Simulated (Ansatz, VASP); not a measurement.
# CdS: VASP beside Ansatz

Contents of INCAR:

```
PREC     = Accurate       # precision mode
ENCUT    = 600            # plane-wave cutoff, eV
EDIFF    = 1E-6           # SCF threshold, eV
ISMEAR   = 0              # smearing method
SIGMA    = 0.02           # smearing width, eV
LREAL    = False          # projectors in reciprocal space
LASPH    = True           # aspherical terms in the spheres
NELM     = 100            # most SCF steps
ALGO     = Normal         # electronic algorithm
ISIF     = 3              # what is computed and relaxed
LWAVE    = False          # write WAVECAR
LCHARG   = False          # write CHGCAR
GGA      = PE             # functional
IBRION   = 2              # ionic algorithm
NSW      = 100            # ionic steps
EDIFFG   = -0.002         # ionic threshold
```

The input KPOINTS:

```
regular mesh
0
Gamma
  8 8 8
```

File POSCAR:

```
CdS
1.0
    0.0000000000      2.9200000000      2.9200000000
    2.9200000000      0.0000000000      2.9200000000
    2.9200000000      2.9200000000      0.0000000000
Cd S
1 1
Direct
    0.0000000000      0.0000000000      0.0000000000
    0.2500000000      0.2500000000      0.2500000000
```

Input for Ansatz:

```yaml
crystal:
  lattice:
    - [0.0, 2.92, 2.92]
    - [2.92, 0.0, 2.92]
    - [2.92, 2.92, 0.0]
  atoms:
    - { symbol: Cd, position: [0.0, 0.0, 0.0] }
    - { symbol: S, position: [0.25, 0.25, 0.25] }
basis:
  ecutwfc: 420
kpoints:
  mp_grid: { grid: [8, 8, 8] }
hamiltonian:
  xc: pbe
  pseudopotentials: { kind: paw, azcp: { folder: soft_1 } }
scf:
  occupations: { method: gaussian, width: 0.02 }
output:
  forces: true
  stress: true
  eigenvalues: true
relax:
  adjacent_minimum: "off"
  f_tol: 0.002
  max_steps: 80
  cell: { stress_tol: 0.02 }
```

The cell was built by a generator and needn't be a form met in nature.

Alike in both runs: task relaxation of cell and atoms; functional PBE; k mesh 8 × 8 × 8; occupations gaussian, width 0.02 eV; no spin polarisation.

|  | VASP | Ansatz |
| --- | --- | --- |
| version | VASP 6.6.1 | Ansatz 0.2.0 |
| potentials or method | VASP PAW PBE potentials, release 64 (Cd, S) | scalar-relativistic, plane waves, PAW |
| plane-wave cutoff (eV) | 600 | 420 |
| valence electrons in the cell | 18 | 26 |

Ansatz gave:

* gap on the k mesh at the Fermi level, each at its own relaxed structure (eV): 1.04
* relaxed volume (Å³/atom): 26.03
* relaxed cell length with the largest relative difference (Å): 4.191
* energy change over the relaxation (meV/atom): -9

Question: Estimate VASP's values.

Answer: gap on the k mesh at the Fermi level, each at its own relaxed structure (eV): 1.03; relaxed volume (Å³/atom): 26.14; relaxed cell length with the largest relative difference (Å): 4.197; energy change over the relaxation (meV/atom): -11.

The two sets of potentials don't hold the same shells in valence.

Expect the measured gap to be larger: semilocal functionals such as PBE lack the derivative discontinuity.
